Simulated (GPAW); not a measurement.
# K (Im-3m) in GPAW: single point with PBE

Aim: the single point of K with PBE.

Program: GPAW 26.7.0. These are calculated values, not measurements. Logs are shortened: lines on timing, memory, paths and dates and some standing lists are left out, and cuts for length are marked. The log counts tension as positive stress, the text compression.

### Step 1. The structure

Symmetry: Im-3m, No. 229, cubic system. The conventional cell has a = 5.395 Å, b = 5.395 Å, c = 5.395 Å, α = 90.00°, β = 90.00°, γ = 90.00°.

### Step 2. Single point, PBE

run.py reads:

```python
from ase import Atoms
from ase.dft.bandgap import bandgap
from ase.io import write
from ase.units import GPa
from gpaw import GPAW, PW

atoms = Atoms(['K'],
              cell=[[-2.6975585167, 2.6975585167, 2.6975585167],
                    [2.6975585167, -2.6975585167, 2.6975585167],
                    [2.6975585167, 2.6975585167, -2.6975585167]],
              scaled_positions=[[0.0, 0.0, 0.0]],
              pbc=True)

calc = GPAW(mode=PW(450),
            xc='PBE',
            kpts={'size': (6, 6, 6), 'gamma': True},
            occupations={'name': 'fermi-dirac', 'width': 0.05},
            nbands=11,
            maxiter=120,
            txt='gpaw.txt')
atoms.calc = calc
energy = atoms.get_potential_energy()
forces = atoms.get_forces()
stress = atoms.get_stress()
calc.write('gs.gpw')
write('result.traj', atoms)
print(f'Energy: {energy:.6f} eV')
print('Forces (eV/A):')
print(forces.round(4))
print('Stress (GPa):', (stress / GPa).round(3))
print('Fermi level:', round(calc.get_fermi_level(), 4), 'eV')
print(f'Gap: {bandgap(calc)[0]:.4f} eV, direct: {bandgap(calc, direct=True)[0]:.4f} eV')
```

Potentials or basis: GPAW PAW data sets (gpaw-data 1.2.1), pw.

On the command line:

```
> OMP_NUM_THREADS=1 python run.py
```

gpaw.txt:

```text
__  _  _
 | _ |_)|_||  |
 |__||  | ||/\| - 26.7.0

Input parameters:
  mode=PW(ecut=450.00000000000006),
  kpts=MonkhorstPack(size=(6, 6, 6), gamma=True),
  maxiter=120,
  nbands=11,
  occupations=Occupations(name='fermi-dirac', width=0.05),
  xc=XC(name='PBE')

Diagonalizing LCAO Hamiltonian
Converting LCAO to pw mode

       K

Atoms  # Å, Bohr magnetons
|   | symbol |        x |        y |        z |    initial magnetic moments |
|---|--------|----------|----------|----------|-----------------------------|
| 0 |      K | 0.000000 | 0.000000 | 0.000000 | ( 0.0000,  0.0000,  0.0000) |

Unit cell  # Å
| periodic |         x |         y |         z |  lengths |     angles |
|----------|-----------|-----------|-----------|----------|------------|
|      yes | -2.697559 |  2.697559 |  2.697559 | 4.672308 | 109.471221 |
|      yes |  2.697559 | -2.697559 |  2.697559 | 4.672308 | 109.471221 |
|      yes |  2.697559 |  2.697559 | -2.697559 | 4.672308 | 109.471221 |

Number of symmetries: 48
Symmetry operations  # r_c * U_cc + t_c -> r_c
|    | kind |            matrix            |
|----|------|------------------------------|
|  0 |  σ   |  1, 1, 1,  0, 0,-1,  0,-1, 0 |
|  1 |  C4  |  1, 1, 1,  0, 0,-1, -1, 0, 0 |
|  2 |  C2  |  1, 1, 1,  0,-1, 0,  0, 0,-1 |
|  3 |  S6  |  1, 1, 1,  0,-1, 0, -1, 0, 0 |
|  4 |  S6  |  1, 1, 1, -1, 0, 0,  0, 0,-1 |
|  5 |  C4  |  1, 1, 1, -1, 0, 0,  0,-1, 0 |
|  6 |  E   |  1, 0, 0,  0, 1, 0,  0, 0, 1 |
|  7 |  σ   |  1, 0, 0,  0, 1, 0, -1,-1,-1 |
|  8 |  σ   |  1, 0, 0,  0, 0, 1,  0, 1, 0 |
|  9 |  C3  |  1, 0, 0,  0, 0, 1, -1,-1,-1 |
| 10 |  C3  |  1, 0, 0, -1,-1,-1,  0, 1, 0 |
| 11 |  σ   |  1, 0, 0, -1,-1,-1,  0, 0, 1 |
| 12 |  σ   |  0, 1, 0,  1, 0, 0,  0, 0, 1 |
| 13 |  C2  |  0, 1, 0,  1, 0, 0, -1,-1,-1 |
| 14 |  C3  |  0, 1, 0,  0, 0, 1,  1, 0, 0 |
| 15 |  S4  |  0, 1, 0,  0, 0, 1, -1,-1,-1 |
| 16 |  S4  |  0, 1, 0, -1,-1,-1,  1, 0, 0 |
| 17 |  C3  |  0, 1, 0, -1,-1,-1,  0, 0, 1 |
| 18 |  C3  |  0, 0, 1,  1, 0, 0,  0, 1, 0 |
| 19 |  S4  |  0, 0, 1,  1, 0, 0, -1,-1,-1 |
| 20 |  σ   |  0, 0, 1,  0, 1, 0,  1, 0, 0 |
| 21 |  C3  |  0, 0, 1,  0, 1, 0, -1,-1,-1 |
| 22 |  C2  |  0, 0, 1, -1,-1,-1,  1, 0, 0 |
| 23 |  S4  |  0, 0, 1, -1,-1,-1,  0, 1, 0 |
| 24 |  C4  |  0, 0,-1,  1, 1, 1,  0,-1, 0 |
| 25 |  σ   |  0, 0,-1,  1, 1, 1, -1, 0, 0 |
| 26 |  S6  |  0, 0,-1,  0,-1, 0,  1, 1, 1 |
| 27 |  C2  |  0, 0,-1,  0,-1, 0, -1, 0, 0 |
| 28 |  C4  |  0, 0,-1, -1, 0, 0,  1, 1, 1 |
| 29 |  S6  |  0, 0,-1, -1, 0, 0,  0,-1, 0 |
| 30 |  S6  |  0,-1, 0,  1, 1, 1,  0, 0,-1 |
| 31 |  C4  |  0,-1, 0,  1, 1, 1, -1, 0, 0 |
| 32 |  C4  |  0,-1, 0,  0, 0,-1,  1, 1, 1 |
| 33 |  S6  |  0,-1, 0,  0, 0,-1, -1, 0, 0 |
| 34 |  σ   |  0,-1, 0, -1, 0, 0,  1, 1, 1 |
| 35 |  C2  |  0,-1, 0, -1, 0, 0,  0, 0,-1 |
| 36 |  C2  | -1, 0, 0,  1, 1, 1,  0, 0,-1 |
| 37 |  S6  | -1, 0, 0,  1, 1, 1,  0,-1, 0 |
| 38 |  S6  | -1, 0, 0,  0, 0,-1,  1, 1, 1 |
| 39 |  C2  | -1, 0, 0,  0, 0,-1,  0,-1, 0 |
| 40 |  C2  | -1, 0, 0,  0,-1, 0,  1, 1, 1 |
| 41 |  i   | -1, 0, 0,  0,-1, 0,  0, 0,-1 |
| 42 |  S4  | -1,-1,-1,  1, 0, 0,  0, 1, 0 |
| 43 |  C3  | -1,-1,-1,  1, 0, 0,  0, 0, 1 |
| 44 |  C3  | -1,-1,-1,  0, 1, 0,  1, 0, 0 |
| 45 |  σ   | -1,-1,-1,  0, 1, 0,  0, 0, 1 |
| 46 |  S4  | -1,-1,-1,  0, 0, 1,  1, 0, 0 |
| 47 |  C2  | -1,-1,-1,  0, 0, 1,  0, 1, 0 |

BZ-sampling:
  Number of BZ points: 216
  Number of IBZ points: 16

  Monkhorst-Pack size: [6, 6, 6]
  Monkhorst-Pack shift: [0.08333333333333333, 0.08333333333333333, 0.08333333333333333]

K-points  # in reciprocal-cell coordinates
|     |                                coordinates |     weight |
|-----|--------------------------------------------|------------|
|   0 | (  0.00000000,   0.00000000,   0.00000000) | 0.00462963 |
|   1 | (  0.16666667,   0.00000000,   0.00000000) | 0.05555556 |
|   2 | (  0.16666667,   0.16666667,  -0.16666667) | 0.02777778 |
|   3 | (  0.33333333,   0.00000000,  -0.16666667) | 0.11111111 |
|   4 | (  0.33333333,   0.00000000,   0.00000000) | 0.05555556 |
|   5 | (  0.33333333,   0.16666667,  -0.16666667) | 0.11111111 |
|   6 | (  0.33333333,   0.33333333,  -0.33333333) | 0.02777778 |
|   7 | (  0.33333333,   0.33333333,   0.16666667) | 0.05555556 |
|   8 | (  0.33333333,   0.33333333,   0.33333333) | 0.03703704 |
|   9 | (  0.50000000,   0.16666667,   0.16666667) | 0.03703704 |
| ... |                                            |            |
|  15 | (  0.50000000,   0.50000000,   0.50000000) | 0.00462963 |

Plane wave coefficients: 1721
Cutoff: 450.00000000000006 eV

Spin-components: 1 (collinear spins)
Bands:           11
Projectors:      5
Spin-degeneracy: 2
Datatype:        complex128

Parallelization:
  kpt:    1
  domain: 1
  band:   1

Density:
  Valence electrons: 9.0
  Components: 1
  Grid points: [24 24 24]
  Charge: 0.0  # |e|

Potential:
  Grid points: [24 24 24]

species:
  K:
    name:    Potassium
    Z:       19.0
    valence: 9
    core:    10
    charge:  0.0  # [|e|]
    compensation charges:
      type: gauss
      rc: 0.35  # [Å]
      lmax: 2
    cutoffs:
      filter: 1.91  # [Å]
      core: 1.27  # [Å]
    projectors
    | kind |    occ | energy [eV] | rcut [Å] |
    |------|--------|-------------|----------|
    |   3s |  2.000 |     -35.338 |    1.122 |
    |   4s |  1.000 |      -2.319 |    1.122 |
    |   3p |  6.000 |     -18.813 |    1.106 |
    |    p |        |       8.398 |    1.106 |
    |    d |        |       0.000 |    0.937 |

    Using partial waves for K as LCAO basis

Reference energy: -16382.253218  # eV

eigensolver:
  PPCG
  Converge bands: occupied
  niter=2

density mixing:
  MSR1-Mixer
  Pratt-step length: 0.05
  Maximum mixing coefficient: 0.75
  Old densities: 10
  SVD Regularization: 0.005
  Good broyden scale: 1.0
  Trust region scale: 1.0
  Backstep threshold: 4.0
  History deletion threshold: 6.0
  Fourier metric: weight=20.0, sigma=0.015

occupation numbers:
  Fermi-Dirac:
    width: 0.0500  # eV

poisson solver:
  ecut: 3600.0000000000005  # eV

xc functional:
  name: PBE with 2 nearest neighbor stencil

convergence criteria:
- Maximum [total energy] change in last 3 cyles: 0.0005 eV / valence electron
- Maximum integral of absolute [dens]ity change: 0.0001 electrons / valence electron
- Maximum integral of absolute [eigenst]ate change: 4e-08 eV^2 / valence electron
maximum number of iterations: 120

SCF iterations
|iter     | |      energy | eigst |  dens |
|---------|-|-------------|-------|-------|
|iter:   1| |   -1.411320 | -0.09 |       |
|iter:   2| |   -1.378496 | -2.12 | -1.26 |
|iter:   3| |   -1.188713 | -1.42 | -1.30 |
|iter:   4| |   -1.184769 | -2.42 | -1.77 |
|iter:   5| |   -1.185404c| -4.24 | -2.07 |
|iter:   6| |   -1.185403c| -6.01 | -3.50 |
|iter:   7| |   -1.185403c| -7.67c| -3.85 |
|iter:   8| |   -1.185403c| -7.88c| -5.02c|

Converged in 8 steps
Energy contributions relative to reference atoms: (reference = -16382.253218)

Energy contributions:
  Kinetic:          -3.455995
  Coulomb:           3.930332
  Zero:             -0.635393
  External:          0.000000
  Xc:               -1.016618
  Entropy:          -0.015457
  Spinorbit:         0.000000
  ----------------------------
  Free energy:      -1.193132
  Extrapolated:     -1.185403

dipole moment: (-9.839260, -9.839260, -9.839260)  # |e|*Ang

Fermi level: 0.818
Eigenvalues  # (at kpt = [0.000, 0.000, 0.000])
| band index |      eig [eV] | occ [0-2] |
|------------|---------------|-----------|
|          0 |       -31.350 |     2.000 |
|          1 |       -14.835 |     2.000 |
|          2 |       -14.835 |     2.000 |
|          3 |       -14.835 |     2.000 |
|          4 |        -1.264 |     2.000 |
|          5 |         5.003 |     0.000 |
|          6 |         5.003 |     0.000 |
|          7 |         5.003 |     0.000 |
|          8 |         5.856 |     0.000 |
|          9 |         5.856 |     0.000 |
|         10 |         8.489 |     0.000 |

No gap
No difference between direct/indirect transitions

Forces  # eV/Ang
|        x |       y |       z |
|----------|---------|---------|
| -0.00000 | 0.00000 | 0.00000 |  # K    0

Stress tensor  # eV/Ang^3
|         x |        y |         z |
|-----------|----------|-----------|
|  0.002561 | 0.000000 | -0.000000 |
|  0.000000 | 0.002561 |  0.000000 |
| -0.000000 | 0.000000 |  0.002561 |

# Writing to gs.gpw (mode='')
```

stdout:

```text
Energy: -1.185403 eV
Forces (eV/A):
[[-0.  0.  0.]]
Stress (GPa): [ 0.41  0.41  0.41  0.   -0.    0.  ]
Fermi level: 0.8177 eV
Gap: 0.0000 eV, direct: 0.0000 eV
```

It took 6 s on 1 thread of Arm Neoverse V1, shared host; peak memory 0.14 GiB.

What came out:

* Free energy: -1.1931 eV
* Pressure: -0.4 GPa
* Band gap on the k mesh: none (metal or under the smearing width)

Caveat: the cutoff is short for stress and forces, so pressures can be off by a GPa or more.
